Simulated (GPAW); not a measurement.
# GaN in GPAW: the effect of functional

Crystal: GaN.

```
Ga N
1.0
     0.00000    2.25350    2.25350
     2.25350    0.00000    2.25350
     2.25350    2.25350    0.00000
Ga N
1 1
Direct
  0.00000 0.00000 0.00000
  0.25000 0.25000 0.25000
```

The cell is a database's computed one.

Alike in all runs:

* Program: GPAW 26.7.0
* Task: dielectric tensor
* Cutoff: 600 eV
* Basis: pw
* k mesh: 8 × 8 × 8
* Occupations: fermi-dirac, width 0.001 eV
* Spin: no spin polarisation

One run gave: dielectric constant 4.95 mean. Which functional did it use?
A. GLLB-SC
B. AM05
C. LDA
D. RPBE
E. PBEsol

A.

```tsv
functional	potentials or basis	dielectric constant (mean)
LDA	the program's PAW data sets (release 1.2.1) made for this functional	5.66
AM05	PAW data sets generated in the run's folder for this functional	5.62
PBEsol	PAW data sets generated in the run's folder for this functional	5.71
RPBE	the program's PAW data sets (release 1.2.1) made for this functional	5.53
GLLB-SC	the program's PAW data sets (release 1.2.1) made for this functional	4.95
```

Caveats: the long-wavelength limit can be off by a per cent or two; a model potential gives levels but no total energy (some runs); response on these states lacks terms of the Hamiltonian (some runs).

Runs at the PBE level aren't shown here.
